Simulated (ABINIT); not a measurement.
## WC (Qusongite): single point with LDA

Crystal: WC (Qusongite).

```xyz
2
Lattice="2.9065 0.0000 0.0000 -1.4532 2.5171 0.0000 0.0000 0.0000 2.8366" Properties=species:S:1:pos:R:3 pbc="T T T"
W     0.0000    0.0000    0.0000
C     1.4533    0.8390    1.4183
```

```json
{"Program": "ABINIT 10.8.3 (patched build)", "Task": "single point", "Functional": "LDA", "Potentials or basis": "PseudoDojo NC SR LDA v0.4.1 standard", "Cutoff": "844 eV", "k mesh": "8 × 8 × 7", "Occupations": "fermi-dirac, width 0.05 eV", "Spin": "no spin polarisation"}
```

| Property | Result |
| --- | --- |
| Band gap on the k mesh | none (metal or under the smearing width) |
| Valence electrons inside the program's atomic spheres | W 10.20; C 4.06 |

Levels at points of the mesh, in eV from the Fermi level:
```csv
k point,band 6,band 7,band 8,band 9,band 10,band 11,band 12,band 13
"(0.00, 0.00, 0.00)",-4.46,-3.48,-3.48,-0.05,3.04,3.04,5.44,5.44
"(0.50, 0.00, 0.00)",-7.14,-3.78,-3.71,-0.59,2.15,4.36,4.70,6.68
```

Wall time 8.4 s on 4 MPI ranks on Intel(R) Xeon(R) Platinum 8259CL CPU @ 2.50GHz (Skylake/Cascade Lake), on a shared host, peak memory 0.24 GiB a rank.

 Spin-orbit coupling is left out, which matters for the levels of W.
